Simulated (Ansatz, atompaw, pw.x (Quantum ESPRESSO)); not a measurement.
# pw.x on bcc Pt: one setting changed

Potential: PAW, atompaw 4.2.0.5, PBE; core [Xe] 4f14, reference 5d9.5 6s0.5 6p0; waves: 6s (bound): rc 3.00 bohr; 6s channel at 1.55 Ry: rc 3.00 bohr; 6p (bound, empty): rc 3.00 bohr; 6p channel at 4.65 Ry: rc 3.00 bohr; 5d (bound): rc 2.40 bohr; 5d channel at 1.55 Ry: rc 3.00 bohr; local part: ultrasoft scheme with l = 3 at 1 Ry, radius 2.50 bohr; core correction: smooth core density matched at 2.65 bohr; augmentation: gaussian compensation charge, radius 2.35 bohr; PAW radius 3.00 bohr; waves and projectors: custom rrkj gramschmidtortho.

The reference run (k-mesh 15³, cutoffs 40/400 Ry, Fermi–Dirac 0.01 Ry, mixing_beta 0.4, conv_thr 1e-9, no spin) gives -3.64 GPa at 15.859 Å³/atom, where all-electron LAPW gives -0.19 GPa. This run, with its own iteration cap, changes startingwfc to random.

```
&control
  calculation='scf', prefix='x', pseudo_dir='./', outdir='./tmp', tstress=.true., disk_io='none'
/
&system
  ibrav=0, nat=1, ntyp=1, ecutwfc=40, ecutrho=400, nbnd=12,
  occupations='smearing', smearing='fd', degauss=0.01
/
&electrons
  conv_thr=1e-09, mixing_beta=0.4, electron_maxstep=50, startingwfc='random'
/
ATOMIC_SPECIES
Pt 1.0 Pt.UPF
CELL_PARAMETERS angstrom
  -1.58272430 1.58272430 1.58272430
  1.58272430 -1.58272430 1.58272430
  1.58272430 1.58272430 -1.58272430
ATOMIC_POSITIONS crystal
Pt 0.0000 0.0000 0.0000
K_POINTS automatic
15 15 15 0 0 0
```

```bash
pw.x < Pt.scf.in > Pt.scf.out
```

Q: How does the run end?

A: It converges in 9 iterations; the free energy moves by +0.0 meV/atom and the pressure by -0.02 GPa. The result is that of the reference run.

```
Message from routine setup:
     using ibrav=0 with symmetry is DISCOURAGED, use correct ibrav instead
     lattice parameter (alat)  =       5.1804  a.u.
     unit-cell volume          =     107.0218 (a.u.)^3
     number of electrons       =        10.00
     number of Kohn-Sham states=           12
     kinetic-energy cutoff     =      40.0000  Ry
     charge density cutoff     =     400.0000  Ry
     scf convergence threshold =      1.0E-09
     Exchange-correlation= SLA PW PBX PBC
     number of k points=   120  Fermi-Dirac smearing, width (Ry)=  0.0100
     iteration #  1     ecut=    40.00 Ry     beta= 0.40
     total energy              =    -747.28630938 Ry
     estimated scf accuracy    <       0.36613966 Ry
     iteration #  2     ecut=    40.00 Ry     beta= 0.40
     total energy              =    -747.30527075 Ry
     estimated scf accuracy    <       0.01874020 Ry
     iteration #  3     ecut=    40.00 Ry     beta= 0.40
     total energy              =    -747.30808876 Ry
     estimated scf accuracy    <       0.00235045 Ry
     iteration #  4     ecut=    40.00 Ry     beta= 0.40
     total energy              =    -747.30851615 Ry
     estimated scf accuracy    <       0.00010612 Ry
     iteration #  5     ecut=    40.00 Ry     beta= 0.40
     total energy              =    -747.30856153 Ry
     estimated scf accuracy    <       0.00001651 Ry
     iteration #  6     ecut=    40.00 Ry     beta= 0.40
     total energy              =    -747.30857047 Ry
     estimated scf accuracy    <       0.00000056 Ry
     iteration #  7     ecut=    40.00 Ry     beta= 0.40
     total energy              =    -747.30857087 Ry
     estimated scf accuracy    <       0.00000005 Ry
     iteration #  8     ecut=    40.00 Ry     beta= 0.40
     total energy              =    -747.30857091 Ry
     estimated scf accuracy    <          5.5E-09 Ry
     iteration #  9     ecut=    40.00 Ry     beta= 0.40
     the Fermi energy is    16.1041 ev
!    total energy              =    -747.30857091 Ry
     estimated scf accuracy    <          6.7E-10 Ry
     smearing contrib. (-TS)   =      -0.00438638 Ry
     The total energy is F=E-TS. E is the sum of the following terms:
     one-electron contribution =      17.69088043 Ry
     hartree contribution      =       5.14862131 Ry
     xc contribution           =      -9.49318640 Ry
     ewald contribution        =     -60.83811965 Ry
     one-center paw contrib.   =    -699.81238023 Ry
     convergence has been achieved in   9 iterations
          total   stress  (Ry/bohr**3)                   (kbar)     P=      -36.59
     Message from routine punch:
     Nothing written, as per user request (disk_io='none')
```

The run took about 9.8 s on one core of a shared host (Intel(R) Xeon(R) 6975P-C, 192 threads, 378 GiB, load 40).
